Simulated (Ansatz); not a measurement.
# Ge (hcp): energy against volume

Theory: DFT, PBE, plane waves (420 eV) with PAW, scalar-relativistic (Ansatz 0.2.0).

The cell is scaled uniformly from the relaxed one, with fractional coordinates and shape fixed. Energies are extrapolated to zero smearing, pressures are those at the given smearing. Magnetic state: spin not included.

A Birch-Murnaghan fit gives V₀ = 19.40 Å³/atom, B₀ = 63 GPa, B₀′ = 4.4.

(1) What are the energy above the minimum and the pressure at 20.126 Å³/atom?

(2) What are the energy above the minimum and the pressure at 20.900 Å³/atom?

(3) What are the energy above the minimum and the pressure at 21.675 Å³/atom?

## Answers

(1) 5.1 meV/atom and -2.11 GPa as computed.

(2) 20.1 meV/atom and -3.96 GPa as computed.

(3) 43.2 meV/atom and -5.46 GPa as computed.
